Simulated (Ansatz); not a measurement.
# TePt (P6_3/mmc) in Ansatz: further runs

One crystal, TePt, is run at these levels: r2SCAN; tasks: single point, equation of state.

Everything below comes from runs of Ansatz 0.2.0. Logs are shortened: lines on timing, memory, paths and dates and some standing lists are left out, and cuts for length are marked.

## 1. Starting point

Symmetry: P6_3/mmc, No. 194, hexagonal system. Conventional cell: a = 4.263 Å, b = 4.263 Å, c = 5.662 Å, α = 90.00°, β = 90.00°, γ = 120.00°. Pt (site symmetry -3m) is surrounded by 2 Pt at 2.83 Å and 6 Te at 2.84 Å. Te (site symmetry -6m2) has 6 Pt at 2.84 Å as nearest neighbours.

Measurements of this composition are mostly on another form, of space group No. 166.

## 2. Single point, r2SCAN, 20.94 Å³/atom (volume scaled by 0.94)

The input, input.yaml:

```yaml
crystal:
  lattice:
    - [4.1758578728, 0.0, 0.0]
    - [-2.0879289364, 3.6163990004, 0.0]
    - [0.0, 0.0, 5.5461922223]
  atoms:
    - { symbol: Pt, position: [0.0, 0.0, 0.0] }
    - { symbol: Pt, position: [0.0, 0.0, 0.5] }
    - { symbol: Te, position: [0.3333333333, 0.6666666667, 0.25] }
    - { symbol: Te, position: [0.6666666667, 0.3333333333, 0.75] }
hamiltonian:
  xc: r2scan
  pseudopotentials: { kind: paw }
kpoints:
  mp_grid: { grid: [7, 7, 5] }
scf:
  occupations: { method: fermi_dirac, width: 0.05 }
output:
  forces: true
  stress: true
  eigenvalues: true
  write_density: true
  write_potential: true
  elf: true
  volumetric_format: npy
```

Potentials or basis: Ansatz PAW.

Launch:

```
$ ansatz run input.yaml --threads 2 --pin off --max-ram 5632MiB --backend cpu --events-out ev --progress --plain --runs-dir out
```

Output:

```text
Warning: RAYON_NUM_THREADS=2 ignored (pool sized by the plan → 2); use --threads N
Engine: ansatz 0.2.0, aarch64-unknown-linux-gnu
Pseudopotentials: kind: paw
Pseudopotential: Pt, paw, valence charge 18, recommended cutoff 500 eV (meta_gga), Pt.paw.azcp
Pseudopotential: Te, paw, valence charge 16, recommended cutoff 500 eV (meta_gga), Te.paw.azcp
Functional definition: r2SCAN
  parameter k0 = 0.174
  parameter k1 = 0.065
  parameter a1 = 4.9479
  exchange = r2scan_x(k0 = k0, k1 = k1, a1 = a1)
  correlation = r2scan_c
Crystal: 4 atoms, lattice volume = 83.756 Å³
Basis set: ecut = 500 eV, 2175 PW (Γ), exchange–correlation on 128×128×180 points (64 copies of the dense FFT grid, shifted against one another)
Bands: 41, of which v1, the nominal top of the filled ones, is band 34 counted from 1 (33 counted from 0)
Symmetry: 24 space group operations
Space group: P63/mmc (ITA 194), of the structure as read, at distance tolerance 4.4e-5 Å
k-points: 24 of 245
Non-local potential: Pt, projectors of the file, l = 0: 3, l = 1: 2, l = 2: 2, l = 3: 1
Non-local potential: Te, projectors of the file, l = 0: 2, l = 1: 2, l = 2: 2, l = 3: 2
PAW form: soft (Blöchl's): semilocal exchange-correlation on the pseudo side does not see the compensation charge
PAW frozen core: Pt, regenerated for the run's functional (the file was generated under x = pbe(κ = 0.804, μ = 0.2195149727645171), c = pbe(β = 0.06672455060314922))
PAW frozen core: Te, regenerated for the run's functional (the file was generated under x = pbe(κ = 0.804, μ = 0.2195149727645171), c = pbe(β = 0.06672455060314922))
PAW one-centre angular grid: Pt, 590 points (default); XC on 160 Gauss nodes
PAW one-centre angular grid: Te, 590 points (default); XC on 160 Gauss nodes
Initial density: superposition of atomic densities (neutral atoms: chi_scale 0, normalization atom), corrected by the library's trained network
Initial wavefunctions: pseudopotential atomic-orbital guess
Functional: x = r2scan, c = r2scan; τ floored in thin density (d = 2e-4 eV/Å³)
SCF iter   1: F=—  HF=-39063.881729 eV  |F-HF|=—  |Δ(HF+E_count)|=         —  Δρ=9.57e-3  dr2=1.09e-1  dr2_τ=3.32e-2  ethr=1.77e-3  ⟨swp⟩=6.4  Hψ=3922  notcnv=0  defer=1
preconditioner: auto → LDOS  [metal: Δε(μ)=0.074 eV  Ē_g=9.395 eV  σ=0.050 eV  W_gap=0.33  n_scr=22 (ndim 8)  ℏωp=23.0 eV  f_vac=0.020  D(μ)=2.65/eV (n_scr^D=22)  β→1.0]
SCF iter   2: F=—  HF=-39063.894398 eV  |F-HF|=—  |Δ(HF+E_count)|=   1.27e-2  Δρ=3.41e-3  dr2=6.27e-3  dr2_τ=6.29e-3  ethr=1.60e-4  ⟨swp⟩=2.1  Hψ=1626  notcnv=0  defer=30
SCF iter   3: F=—  HF=-39063.894718 eV  |F-HF|=—  |Δ(HF+E_count)|=   3.20e-4  Δρ=1.19e-3  dr2=1.51e-3  dr2_τ=1.51e-4  ethr=9.23e-6  ⟨swp⟩=2.0  Hψ=1857  notcnv=0  defer=30
SCF iter   4: F=—  HF=-39063.894481 eV  |F-HF|=—  |Δ(HF+E_count)|=   2.37e-4  Δρ=3.84e-4  dr2=1.95e-4  dr2_τ=3.63e-6  ethr=2.22e-6  ⟨swp⟩=2.0  Hψ=1194  notcnv=0  defer=30
SCF iter   5: F=—  HF=-39063.894444 eV  |F-HF|=—  |Δ(HF+E_count)|=   3.75e-5  Δρ=7.09e-5  dr2=5.52e-6  dr2_τ=9.24e-8  ethr=2.87e-7  ⟨swp⟩=2.0  Hψ=1240  notcnv=0  defer=30
SCF iter   6: F=—  HF=-39063.894439 eV  |F-HF|=—  |Δ(HF+E_count)|=   4.12e-6  Δρ=1.03e-5  dr2=7.92e-8  dr2_τ=5.08e-9  ethr=1.47e-10  ⟨swp⟩=13.3  Hψ=7846  notcnv=0
SCF iter   7: F=-39063.894439 eV  HF=-39063.894439 eV  |F-HF|=2.15e-9  |Δ(HF+E_count)|=   2.69e-8  Δρ=1.45e-6  dr2=3.02e-9  dr2_τ=5.15e-10  ethr=1.16e-10  ⟨swp⟩=6.4  Hψ=5975  notcnv=0
SCF 1 converged in 7 iterations: F = -39063.894439 eV  dr2 = 3.02e-9
SCF converged after 7 iterations
Free energy (F): -39063.894439 eV
Harris-Foulkes:  -39063.894439 eV  (|F-HF|=2.15e-9)
Internal energy: -39063.873025 eV  (E = F + TS)
E sigma→0 (E₀):  -39063.883732 eV
Entropy (-TS):   -0.021415 eV (-5.354 meV/atom)
Fermi energy:    16.619437 eV
--- Per-component energies (eV) ---
  E_band       = -870.287437
  E_kinetic    = 1645.635297
  E_local      = -5832.698747  (includes V_loc(G=0)·N_el)
  E_nonlocal   = -215.014162
  E_hartree    = 2879.432366
  E_xc         = -733.451305
  E_vxc        = -903.595777  (∫ρ·V_xc dr)
  E_paw        = -28334.778659  (= ΣΔE_a)
  E_vpaw       = -1380.997106  (= ΣTr[D̂ρ^β])
  E_aug_tail   = 0.000221  (compensation charges beyond the density's cutoff)
  E_vtau       = 57.518852  (kinetic-family band-sum trace: ∫τ·v_τ [+ j·A + Jᵃ·Aᵃ] dr)
  E_ewald      = -8473.104759
  E_core_change = 0.106722  (= ΣΔE_core)
  E_smearing   = -0.021415  (= −TS)
  E_closure    = 0.000000  (closes the sum)
  Σ components = -39063.894439   (vs F -39063.894439, Δ=0.00e0)
--- Forces (eV/Å), atoms counted from 1 ---
  atom   1  Pt    -0.00000000    -0.00000000     0.00000000
  atom   2  Pt    -0.00000000     0.00000000     0.00000000
  atom   3  Te    -0.00000000    -0.00000000     0.00000000
  atom   4  Te     0.00000000     0.00000000    -0.00000000
  max |Σ_I F_I| component: 5.78e-19 eV/Å
--- Stress (GPa, compression-positive) ---
        6.647758       0.000000       0.000000
        0.000000       6.647758       0.000000
        0.000000       0.000000       6.436182
  P = ⅓ Tr σ = 6.5772 GPa (65.772 kbar)
--- Band table (eV; the first three rows and the last of 24) ---
  k-point 0: bands = ["-84.0948", "-84.0819", "-37.9420", "-37.7618", "-37.7618", "-37.7348", "-37.7348", "-37.6662", "-22.3272", "-22.3272", "-22.3242", "-22.3242", "-22.2928", "-22.2928", "-22.2775", "-22.2775", "-22.2703", "-22.2693", "1.7245", "4.7378", "8.7511", "9.9239", "9.9239", "10.6745", "12.0179", "12.0179", "12.8444", "12.8444", "14.3653", "14.3653", "14.7574", "14.7574", "16.7100", "17.0894", "18.5514", "18.7754", "18.9635", "18.9635", "21.4456", "21.4456", "24.4547"]
  k-point 1: bands = ["-84.0936", "-84.0831", "-37.9160", "-37.7592", "-37.7592", "-37.7374", "-37.7374", "-37.6929", "-22.3269", "-22.3269", "-22.3246", "-22.3246", "-22.2912", "-22.2912", "-22.2789", "-22.2789", "-22.2701", "-22.2693", "1.9108", "4.2208", "9.4684", "10.0976", "10.0976", "10.9679", "12.1627", "12.1627", "12.3146", "12.3146", "13.7795", "13.7795", "15.5725", "15.7466", "15.7466", "15.9719", "18.7520", "18.7520", "19.4237", "19.7206", "21.6481", "21.6481", "23.5585"]
  k-point 2: bands = ["-84.0904", "-84.0864", "-37.8477", "-37.7625", "-37.7525", "-37.7525", "-37.7441", "-37.7441", "-22.3263", "-22.3263", "-22.3254", "-22.3254", "-22.2873", "-22.2873", "-22.2826", "-22.2826", "-22.2699", "-22.2696", "2.4506", "3.2786", "10.6039", "10.6039", "10.8915", "11.3909", "11.3909", "11.5540", "12.5702", "12.5702", "13.1536", "13.1536", "14.0976", "14.4039", "17.0173", "17.0173", "18.0903", "18.0903", "20.6698", "20.8250", "22.1629", "22.1629", "22.5180"]
  k-point 23: bands = ["-84.0903", "-84.0863", "-37.8474", "-37.7623", "-37.7543", "-37.7537", "-37.7458", "-37.7453", "-22.3255", "-22.3248", "-22.3245", "-22.3234", "-22.2887", "-22.2864", "-22.2858", "-22.2828", "-22.2673", "-22.2673", "3.7681", "3.8604", "9.2041", "9.7659", "10.1110", "10.6144", "11.3759", "11.6292", "12.4809", "13.0509", "13.1050", "13.3573", "13.8538", "14.0050", "14.4584", "14.8357", "18.2322", "19.0057", "20.5625", "20.9097", "22.2569", "23.0229", "24.5082"]
```

rho_z.tsv:

```text
# z_ang	rho[e/angstrom^3]
# format = ansatz-planar-average/11
# lattice	4.175857873	0.000000000	0.000000000
# lattice	-2.087928936	3.616399000	0.000000000
# lattice	0.000000000	0.000000000	5.546192222
# sites	4
# site	78	0.000000000	0.000000000	0.000000000
# site	78	0.000000000	0.000000000	2.773096111
# site	52	0.000000000	2.410932667	1.386548056
# site	52	2.087928936	1.205466333	4.159644167
0.000000	1.123158e0
0.123249	1.091332e0
0.246497	9.994859e-1
0.369746	8.624329e-1
0.492995	7.078446e-1
0.616244	5.760372e-1
[... 37 lines left out ...]
5.299695	9.994859e-1
5.422944	1.091332e0
```

Wall time 8.4 s (2 threads of Arm Neoverse V2, shared host); peak memory 0.59 GiB.

Results:

```yaml
Free_energy: -39063.8944 eV
Pressure: 6.6 GPa
Band_gap_on_the_k_mesh: none (metal or under the smearing width)
```

Caveat: the PAW data sets come from PBE, with cores solved anew for the run's functional, which leaves a small shift of forces and pressure.

## 3. Single point, r2SCAN, 21.38 Å³/atom (volume scaled by 0.96)

input.yaml: that of step 2 with these lines changed.

```diff
@@ -2,5 +2,5 @@
   lattice:
-    - [4.1758578728, 0.0, 0.0]
-    - [-2.0879289364, 3.6163990004, 0.0]
-    - [0.0, 0.0, 5.5461922223]
+    - [4.2052662916, 0.0, 0.0]
+    - [-2.1026331458, 3.6418674381, 0.0]
+    - [0.0, 0.0, 5.5852512009]
   atoms:
@@ -21,5 +21 @@
   eigenvalues: true
-  write_density: true
-  write_potential: true
-  elf: true
-  volumetric_format: npy
```

Potentials or basis: Ansatz PAW.

Launch:

```
$ ansatz run input.yaml --threads 2 --pin off --max-ram 5632MiB --backend cpu --events-out ev --progress --plain --runs-dir out
```

Wall time 6.5 s (2 threads of Arm Neoverse V2, shared host); peak memory 0.59 GiB.

Results (log left out):

| Item | Value |
| --- | --- |
| Free energy | -39063.9493 eV |
| Pressure | 3.4 GPa |
| Band gap on the k mesh | none (metal or under the smearing width) |

Caveat: the PAW data sets come from PBE, with cores solved anew for the run's functional, which leaves a small shift of forces and pressure.

## 4. Single point, r2SCAN, 21.83 Å³/atom (volume scaled by 0.98)

input.yaml: that of step 3 with these lines changed.

```diff
@@ -2,5 +2,5 @@
   lattice:
-    - [4.2052662916, 0.0, 0.0]
-    - [-2.1026331458, 3.6418674381, 0.0]
-    - [0.0, 0.0, 5.5852512009]
+    - [4.2342690445, 0.0, 0.0]
+    - [-2.1171345223, 3.666984559, 0.0]
+    - [0.0, 0.0, 5.623771392]
   atoms:
```

Launch:

```
$ ansatz run input.yaml --threads 2 --pin off --max-ram 5632MiB --backend cpu --events-out ev --progress --plain --runs-dir out
```

Wall time 6.2 s (2 threads of Arm Neoverse V2, shared host); peak memory 0.59 GiB.

Results (log left out):

```yaml
Free_energy: -39063.9703 eV
Pressure: 0.5 GPa
Band_gap_on_the_k_mesh: none (metal or under the smearing width)
```

Caveat: the PAW data sets come from PBE, with cores solved anew for the run's functional, which leaves a small shift of forces and pressure.

## 5. Single point, r2SCAN, 22.28 Å³/atom

input.yaml: that of step 4 with these lines changed.

```diff
@@ -2,5 +2,5 @@
   lattice:
-    - [4.2342690445, 0.0, 0.0]
-    - [-2.1171345223, 3.666984559, 0.0]
-    - [0.0, 0.0, 5.623771392]
+    - [4.2628798384, 0.0, 0.0]
+    - [-2.1314399192, 3.6917622333, 0.0]
+    - [0.0, 0.0, 5.661771]
   atoms:
@@ -21 +21,5 @@
   eigenvalues: true
+  write_density: true
+  write_potential: true
+  elf: true
+  volumetric_format: npy
```

Launch:

```
$ ansatz run input.yaml --threads 2 --pin off --max-ram 5632MiB --backend cpu --events-out ev --progress --plain --runs-dir out
```

Run time: 8.7 s. Hardware: 2 threads of Arm Neoverse V2, shared host; peak memory 0.59 GiB.

It converged, with:

| Quantity | Value |
| --- | --- |
| Free energy | -39063.9616 eV |
| Pressure | -2.0 GPa |
| Band gap on the k mesh | none (metal or under the smearing width) |

Caveat: the PAW data sets come from PBE, with cores solved anew for the run's functional, which leaves a small shift of forces and pressure.

## 6. Single point, r2SCAN, 22.72 Å³/atom (volume scaled by 1.02)

input.yaml: that of step 5 with these lines changed.

```diff
@@ -2,5 +2,5 @@
   lattice:
-    - [4.2628798384, 0.0, 0.0]
-    - [-2.1314399192, 3.6917622333, 0.0]
-    - [0.0, 0.0, 5.661771]
+    - [4.2911116535, 0.0, 0.0]
+    - [-2.1455558267, 3.7162117023, 0.0]
+    - [0.0, 0.0, 5.6992672649]
   atoms:
@@ -21,5 +21 @@
   eigenvalues: true
-  write_density: true
-  write_potential: true
-  elf: true
-  volumetric_format: npy
```

Potentials or basis: Ansatz PAW.

Launch:

```
$ ansatz run input.yaml --threads 2 --pin off --max-ram 5632MiB --backend cpu --events-out ev --progress --plain --runs-dir out
```

Run time: 6.6 s. Hardware: 2 threads of Arm Neoverse V2, shared host; peak memory 0.59 GiB.

Results (log left out):

```yaml
Free_energy: -39063.9266 eV
Pressure: -4.2 GPa
Band_gap_on_the_k_mesh: none (metal or under the smearing width)
```

Caveat: the PAW data sets come from PBE, with cores solved anew for the run's functional, which leaves a small shift of forces and pressure.

## 7. Single point, r2SCAN, 23.17 Å³/atom (volume scaled by 1.04)

input.yaml: that of step 6 with these lines changed.

```diff
@@ -2,5 +2,5 @@
   lattice:
-    - [4.2911116535, 0.0, 0.0]
-    - [-2.1455558267, 3.7162117023, 0.0]
-    - [0.0, 0.0, 5.6992672649]
+    - [4.3189767956, 0.0, 0.0]
+    - [-2.1594883978, 3.7403436233, 0.0]
+    - [0.0, 0.0, 5.7362765309]
   atoms:
```

Launch:

```
$ ansatz run input.yaml --threads 2 --pin off --max-ram 5632MiB --backend cpu --events-out ev --progress --plain --runs-dir out
```

Run time: 6.7 s. Hardware: 2 threads of Arm Neoverse V2, shared host; peak memory 0.6 GiB.

Results (log left out):

| Quantity | Value |
| --- | --- |
| Free energy | -39063.8683 eV |
| Pressure | -6.2 GPa |
| Band gap on the k mesh | none (metal or under the smearing width) |

Caveat: the PAW data sets come from PBE, with cores solved anew for the run's functional, which leaves a small shift of forces and pressure.

## 8. Single point, r2SCAN, 23.61 Å³/atom (volume scaled by 1.06)

input.yaml: that of step 7 with these lines changed.

```diff
@@ -2,5 +2,5 @@
   lattice:
-    - [4.3189767956, 0.0, 0.0]
-    - [-2.1594883978, 3.7403436233, 0.0]
-    - [0.0, 0.0, 5.7362765309]
+    - [4.3464869437, 0.0, 0.0]
+    - [-2.1732434718, 3.7641681104, 0.0]
+    - [0.0, 0.0, 5.7728143092]
   atoms:
@@ -21 +21,5 @@
   eigenvalues: true
+  write_density: true
+  write_potential: true
+  elf: true
+  volumetric_format: npy
```

Launch:

```
$ ansatz run input.yaml --threads 2 --pin off --max-ram 5632MiB --backend cpu --events-out ev --progress --plain --runs-dir out
```

It took 8.5 s on 2 threads of Arm Neoverse V2, shared host; peak memory 0.59 GiB.

It converged, with:

| Item | Value |
| --- | --- |
| Free energy | -39063.7896 eV |
| Pressure | -7.9 GPa |
| Band gap on the k mesh | none (metal or under the smearing width) |

Caveat: the PAW data sets come from PBE, with cores solved anew for the run's functional, which leaves a small shift of forces and pressure.

## 9. Equation of state, r2SCAN

Potentials or basis: Ansatz PAW.

No new run: the results of the series are fitted here.

What came out:

```yaml
Equilibrium_volume: 21.91 Å³/atom
Bulk_modulus_at_fixed_shape_and_positions: 129 GPa
Pressure_derivative_of_the_bulk_modulus: 5.1
```

Energy against volume, from the lowest point:
```tsv
volume (Å³/atom)	energy (meV/atom)
20.939	18.98
21.385	5.27
21.830	0.00
22.276	2.18
22.721	10.94
23.167	25.51
23.612	45.19
```

Caveat: the cell was scaled at fixed shape and fractional positions, which overstates the stiffness of a crystal with free parameters, most of all of layers and chains; the PAW data sets were made with another functional, which shifts forces and pressure a little.
